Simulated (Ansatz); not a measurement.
# Moving the functional in TiSi2

```xyz
6
Lattice="0.0000 4.1175 4.2629 2.3895 0.0000 4.2629 2.3895 4.1175 0.0000" Properties=species:S:1:pos:R:3 pbc="T T T"
Ti    3.5843    6.1763    6.3943
Ti    2.3895    4.1175    4.2629
Si    1.1948    3.3975    2.1314
Si    1.1948    0.7200    2.1314
Si    2.3895    1.3387    4.2629
Si    2.3895    6.8963    4.2629
```

The cell is a database's computed one, not the measured one.

Kept alike: task band structure; k mesh 7 × 7 × 7; occupations fermi-dirac, width 0.05 eV; no spin polarisation. Program: Ansatz, Ansatz PAW. Cutoffs run from 420 to 500 eV. The mesh is that of the run's cell of 6 atoms. No spin-orbit coupling.

| functional | pressure (GPa) |
| --- | --- |
| LDA | -5.12 |
| PBE | 2.07 |
| PBEsol | -1.96 |
| r2SCAN | -0.22 |

Pressure is positive in compression, with a Pulay correction for the finite cutoff. For a metal such a mesh leaves the last digits unconverged. All rows use potentials made for PBE.

Task: What does the functional change here?

Result: The pressure runs from -5.12 (LDA) to 2.07 GPa (PBE). From PBE: LDA -7.19; PBEsol -4.03; r2SCAN -2.29. A positive pressure means that the functional's own cell is larger than the one given, a negative one that it is smaller.
